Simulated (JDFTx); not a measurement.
WC (Qusongite):

```
W C
1.0
     2.90650    0.00000    0.00000
    -1.45325    2.51710    0.00000
     0.00000    0.00000    2.83660
W C
1 1
Direct
  0.00000 0.00000 0.00000
  0.66667 0.33333 0.50000
```

Base run:

```yaml
Program: JDFTx 1.7.0 (patched build)
Functional: PBE
Potentials_or_basis: PseudoDojo-SR-PBE-0.5-standard with smoothed tails
Cutoff: 1116 eV
Density_cutoff: 8925 eV
k_mesh: 10 × 10 × 9
Occupations: fermi-dirac, width 0.05 eV
Spin: no spin polarisation
Hubbard_terms: W d U = 4 eV
```

Its results: band gap on the k mesh none (metal or under the smearing width); pressure -5.3 GPa.

Q: The run is repeated on the same cell with these changes: hubbard terms from W d U = 4 eV to none; hubbard projectors from atomic pseudo-orbitals, not orthogonalised to none. What comes out?

A: Band gap on the k mesh none (metal or under the smearing width); pressure 5.7 GPa.

Caveats: U without spin polarisation on a metal has little footing (some runs); the U is typed as a test and isn't derived for this compound (some runs).
